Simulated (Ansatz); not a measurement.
## Calculated ⁹⁷Mo nuclear quadrupole resonance for Mo3Se4

Cell: a computed structure from the Materials Project (it need not be an observed phase), atoms as given.

Space group R-3:H (No. 148); a = 9.6864, c = 11.3579 Å, γ = 120.00°.

```
site  Wyckoff  site symmetry       x       y       z
  Mo      18f              1  0.9812  0.1509  0.6046
 Se7       6c             3.  0.0000  0.0000  0.7836
 Se9      18f              1  0.2894  0.3255  0.5825
```

One atom of each set is listed; the run and its k-mesh use a cell of 14 atoms with edges of 6.75, 6.75, 6.75 Å.

Computed with Ansatz: DFT, r2SCAN, plane waves and PAW (field gradients read without the response of the frozen cores, which leaves them typically 4 to 6 % off), scalar-relativistic, 500 eV cutoff, Γ-centred 5×5×5 k-points, Fermi–Dirac smearing 0.05 eV.

⁹⁷Mo: I = 5/2, Q = 255.0 mb (year-2017 value). Static lattice, zero field.

(1) At which frequencies do the ⁹⁷Mo NQR lines lie?

(2) And for 95Mo (I = 5/2, Q = -22.00 mb) on Mo?

Results:

(1) For I = 5/2 and η = 0 the lines are 3|C_Q|/20 and twice that; η pulls their ratio below 2. At large η the states mix, and weaker lines appear at sums of the main ones; lines under 5 % of the strongest are left out.

```json
{"site": "Mo", "atoms": "6", "V_zz (10²¹ V/m²)": "2.76", "C_Q (MHz)": "17.0", "η": "0.84", "line frequencies (MHz)": "4.05, 4.61, 8.66"}
```

(2) C_Q scales with Q to -1.47 MHz, with lines at 0.349, 0.398, 0.747 MHz.

The largest force is 0.6 eV/Å, so the atoms aren't at the calculated equilibrium and relaxing them would move these values. The run finds no gap above 0.1 eV (a metal, or nearly one), so the gradients can move by 10 % or more with the k-mesh. Without spin–orbit coupling (the program notes it for Mo) the gradients can shift somewhat, as the gap is small.
